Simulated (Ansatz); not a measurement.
The calculation used Ansatz 0.2.0, DFT PBE, scalar-relativistic, plane waves, PAW.

Levels along Γ–X–M–Γ–Z–R–A–Z | X–R | M–A, in eV from the Fermi level, sorted by energy at each point. Points in fractions of the primitive reciprocal vectors: Γ (0.000 0.000 0.000), X (0.000 0.500 0.000), M (0.500 0.500 0.000), Z (0.000 0.000 0.500), R (0.000 0.500 0.500), A (0.500 0.500 0.500).
| point | k (1/Å, with 2π) | band 5 | band 6 | band 7 | band 8 | band 9 | band 10 | band 11 |
| --- | --- | --- | --- | --- | --- | --- | --- | --- |
| Γ | 0.000 | -9.04 | -1.87 | -0.85 | -0.38 | 2.16 | 2.16 | 3.30 |
| - | 0.159 | -8.94 | -1.79 | -0.81 | -0.47 | 2.17 | 2.27 | 3.20 |
| - | 0.318 | -8.64 | -1.56 | -0.73 | -0.69 | 2.22 | 2.57 | 2.94 |
| - | 0.477 | -8.15 | -1.26 | -0.98 | -0.74 | 2.29 | 2.60 | 3.01 |
| - | 0.636 | -7.48 | -1.29 | -1.26 | -0.80 | 2.27 | 2.37 | 3.41 |
| - | 0.795 | -6.64 | -2.18 | -1.50 | -0.54 | 1.99 | 2.44 | 3.53 |
| - | 0.954 | -5.65 | -3.35 | -1.65 | -0.33 | 1.80 | 2.50 | 4.00 |
| X | 1.113 | -4.56 | -4.52 | -1.70 | -0.25 | 1.74 | 2.52 | 4.32 |
| - | 1.272 | -4.51 | -4.42 | -1.65 | -0.14 | 1.54 | 2.23 | 4.30 |
| - | 1.431 | -4.34 | -4.13 | -1.48 | 0.17 | 1.07 | 1.64 | 4.24 |
| - | 1.590 | -4.09 | -3.66 | -1.23 | 0.55 | 0.62 | 1.04 | 4.12 |
| - | 1.749 | -3.78 | -3.03 | -0.91 | 0.09 | 0.52 | 1.02 | 3.94 |
| - | 1.908 | -3.48 | -2.26 | -0.57 | -0.23 | 0.12 | 1.02 | 3.90 |
| - | 2.067 | -3.26 | -1.38 | -0.41 | -0.31 | -0.13 | 0.45 | 4.08 |
| M | 2.226 | -3.18 | -0.47 | -0.47 | -0.40 | -0.21 | -0.21 | 4.19 |
| - | 2.450 | -3.45 | -1.56 | -0.39 | -0.34 | -0.11 | 0.73 | 3.96 |
| - | 2.675 | -4.61 | -1.58 | -0.63 | -0.23 | 0.18 | 1.35 | 3.55 |
| - | 2.900 | -6.04 | -1.09 | -0.86 | -0.15 | 0.62 | 1.55 | 3.45 |
| - | 3.125 | -7.29 | -0.92 | -0.92 | -0.29 | 1.15 | 1.83 | 3.98 |
| - | 3.350 | -8.24 | -1.29 | -0.79 | -0.55 | 1.65 | 2.51 | 3.42 |
| - | 3.574 | -8.84 | -1.71 | -0.77 | -0.53 | 2.02 | 2.53 | 3.10 |
| Γ | 3.799 | -9.04 | -1.87 | -0.85 | -0.38 | 2.16 | 2.16 | 3.30 |
| - | 3.909 | -8.99 | -2.10 | -0.84 | -0.26 | 2.14 | 2.14 | 3.30 |
| - | 4.020 | -8.85 | -2.63 | -0.82 | -0.02 | 2.09 | 2.09 | 3.31 |
| - | 4.130 | -8.63 | -3.29 | -0.78 | 0.20 | 2.01 | 2.01 | 3.31 |
| - | 4.240 | -8.34 | -3.96 | -0.75 | 0.38 | 1.94 | 1.94 | 3.31 |
| - | 4.350 | -8.01 | -4.58 | -0.71 | 0.52 | 1.87 | 1.87 | 3.31 |
| - | 4.460 | -7.71 | -5.07 | -0.69 | 0.60 | 1.82 | 1.82 | 3.32 |
| Z | 4.571 | -7.57 | -5.26 | -0.68 | 0.63 | 1.81 | 1.81 | 3.32 |
| - | 4.729 | -7.50 | -5.15 | -0.62 | 0.67 | 1.60 | 1.83 | 3.22 |
| - | 4.888 | -7.28 | -4.82 | -0.48 | 0.78 | 1.03 | 1.89 | 2.98 |
| - | 5.047 | -6.92 | -4.30 | -0.30 | 0.21 | 0.96 | 1.99 | 2.65 |
| - | 5.206 | -6.43 | -3.62 | -0.73 | -0.17 | 1.15 | 2.10 | 2.32 |
| - | 5.365 | -5.85 | -2.83 | -1.69 | -0.21 | 1.30 | 2.04 | 2.20 |
| - | 5.524 | -5.24 | -2.53 | -1.98 | -0.55 | 1.36 | 1.86 | 2.27 |
| R | 5.683 | -4.92 | -2.94 | -1.20 | -1.15 | 1.37 | 1.79 | 2.29 |
| - | 5.842 | -4.83 | -2.90 | -1.24 | -1.04 | 1.40 | 1.89 | 2.25 |
| - | 6.001 | -4.59 | -2.80 | -1.46 | -0.59 | 1.50 | 2.16 | 2.16 |
| - | 6.160 | -4.19 | -2.65 | -1.75 | 0.12 | 1.65 | 2.07 | 2.55 |
| - | 6.319 | -3.67 | -2.50 | -2.05 | 1.04 | 1.83 | 2.08 | 3.03 |
| - | 6.478 | -3.06 | -2.36 | -2.29 | 1.91 | 2.19 | 2.23 | 2.84 |
| - | 6.637 | -2.51 | -2.45 | -2.28 | 2.08 | 2.09 | 2.52 | 3.22 |
| A | 6.796 | -2.51 | -2.26 | -2.26 | 1.75 | 2.12 | 2.69 | 4.16 |
| - | 7.021 | -2.89 | -2.41 | -2.11 | 2.03 | 2.32 | 2.43 | 3.02 |
| - | 7.246 | -4.09 | -2.26 | -1.69 | 1.65 | 1.89 | 1.97 | 2.25 |
| - | 7.471 | -5.28 | -2.58 | -1.02 | 1.05 | 1.28 | 1.60 | 1.78 |
| - | 7.695 | -6.26 | -3.48 | -0.15 | 0.31 | 1.20 | 1.51 | 1.92 |
| - | 7.920 | -6.98 | -4.40 | -0.23 | 0.77 | 0.92 | 1.59 | 2.59 |
| - | 8.145 | -7.42 | -5.04 | -0.57 | 0.70 | 1.51 | 1.74 | 3.13 |
| Z | 8.370 | -7.57 | -5.26 | -0.68 | 0.63 | 1.81 | 1.81 | 3.32 |
| X | 8.370 | -4.56 | -4.52 | -1.70 | -0.25 | 1.74 | 2.52 | 4.32 |
| - | 8.480 | -4.58 | -4.47 | -1.68 | -0.27 | 1.74 | 2.50 | 4.01 |
| - | 8.590 | -4.64 | -4.33 | -1.60 | -0.30 | 1.75 | 2.47 | 3.40 |
| - | 8.700 | -4.71 | -4.09 | -1.49 | -0.39 | 1.76 | 2.43 | 2.74 |
| - | 8.810 | -4.79 | -3.78 | -1.37 | -0.54 | 1.77 | 2.14 | 2.38 |
| - | 8.921 | -4.86 | -3.42 | -1.26 | -0.78 | 1.70 | 1.78 | 2.33 |
| - | 9.031 | -4.90 | -3.09 | -1.18 | -1.06 | 1.45 | 1.79 | 2.30 |
| R | 9.141 | -4.92 | -2.94 | -1.20 | -1.15 | 1.37 | 1.79 | 2.29 |
| M | 9.141 | -3.18 | -0.47 | -0.47 | -0.40 | -0.21 | -0.21 | 4.19 |
| - | 9.251 | -3.16 | -0.85 | -0.85 | -0.34 | 0.23 | 0.23 | 4.19 |
| - | 9.361 | -3.08 | -1.26 | -1.26 | -0.16 | 0.83 | 0.83 | 3.90 |
| - | 9.472 | -2.96 | -1.61 | -1.61 | 0.15 | 1.49 | 1.49 | 3.24 |
| - | 9.582 | -2.81 | -1.89 | -1.89 | 0.56 | 2.19 | 2.19 | 2.65 |
| - | 9.692 | -2.67 | -2.10 | -2.10 | 1.07 | 2.18 | 2.92 | 2.92 |
| - | 9.802 | -2.55 | -2.22 | -2.22 | 1.66 | 1.86 | 3.21 | 3.66 |
| A | 9.912 | -2.51 | -2.26 | -2.26 | 1.75 | 2.12 | 2.69 | 4.16 |

The cell has space group P4/mmm, 2 atoms and 15 electrons in the valence of the PAW potentials, and holds 2 elements, among them Al; it is relaxed at this level.

Cutoff 420 eV, k mesh 20×20×14. No spin polarisation.

Q: Which material gives these bands?

A: TiAl, conventional cell a = 2.823 Å, b = 2.823 Å, c = 4.073 Å, α = 90.00°, β = 90.00°, γ = 90.00°. Other compounds weren't ruled out.

It was relaxed from a cell as deposited in COD.
